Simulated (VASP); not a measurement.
A run of VASP 6.6.1:

Contents of INCAR:

```
SYSTEM = Fe
  PREC = Accurate
  ENCUT = 600
  EDIFF = 1E-6
  ISMEAR = -1
  SIGMA = 0.05
  LREAL = .False.
  LASPH = .True.
  NELM = 100
  ALGO = Normal
  ISIF = 3
  LWAVE = .False.
  LCHARG = .False.
  ISPIN = 2
  MAGMOM = 3
  LORBIT = 11
  LMAXMIX = 4
  GGA = CA
  IBRION = 2
  NSW = 40
  EDIFFG = -0.01
```

The input KPOINTS:

```
Automatic mesh
0
Gamma
  12 12 12
  0 0 0
```

File POSCAR:

```
Fe
1.0
    0.0000000000      1.9417396906      1.9651051623
    1.4984397099      0.0000000000      1.9651051623
    1.4984397099      1.9417396906      0.0000000000
Fe
1
Direct
    0.0000000000      0.0000000000      0.0000000000
```

Potentials or basis: VASP PAW LDA potentials, release 64 (Fe).

Launch:

```bash
$ cat potpaw_LDA.64/Fe/POTCAR > POTCAR
$ mpirun -np 1 vasp_std > vasp.out
```

Hardware: 1 thread of Intel(R) Xeon(R) 6975P-C (Granite Rapids), on a shared host.

Question: Estimate the wall time of this run.

Answer: Wall time 120 s on 1 thread of Intel(R) Xeon(R) 6975P-C (Granite Rapids) (shared host), peak memory 0.2 GiB. Counts: scf iterations 77, k points 280, ion steps 10.
